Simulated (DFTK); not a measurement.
AgCl (Chlorargyrite) under changes of volume

One of the cells (20.458 Å³/atom); the others are scaled copies at fixed shape and fractional positions:

```
Ag Cl
1.0
     0.00000    2.73500    2.73500
     2.73500    0.00000    2.73500
     2.73500    2.73500    0.00000
Ag Cl
1 1
Direct
  0.00000 0.00000 0.00000
  0.50000 0.50000 0.50000
```

* Program: DFTK 0.8.2
* Functional: PBEsol
* Potentials or basis: dojo.nc.sr.pbesol.v0_4_1.standard.upf (PBEsol)
* Cutoff: 1116 eV
* k mesh: 8 × 8 × 8
* Occupations: fermi-dirac, width 0.05 eV
* Spin: no spin polarisation

```csv
volume (Å³/atom),energy over the lowest point (meV/atom),pressure (GPa)
19.231,9.10,3.1
19.640,2.80,1.7
20.049,0.00,0.4
20.458,0.29,-0.7
20.868,3.29,-1.7
21.277,?,?
21.686,16.18,-3.4
```

What does the run at 21.277 Å³/atom give?

Energy over the lowest point 8.68 meV/atom; pressure -2.6 GPa.

Worked out: A Birch-Murnaghan fit of order 3 (a polynomial in V^(-2/3)) to the other rows has its minimum at 20.21 Å³/atom with B0 = V·E''(V) = 57 GPa and B' = 5.3. It gives 8.69 meV/atom at 21.277 Å³/atom, against the run's 8.68, and -dE/dV = -2.5 GPa, against -2.6.

Energies are extrapolated to zero smearing.
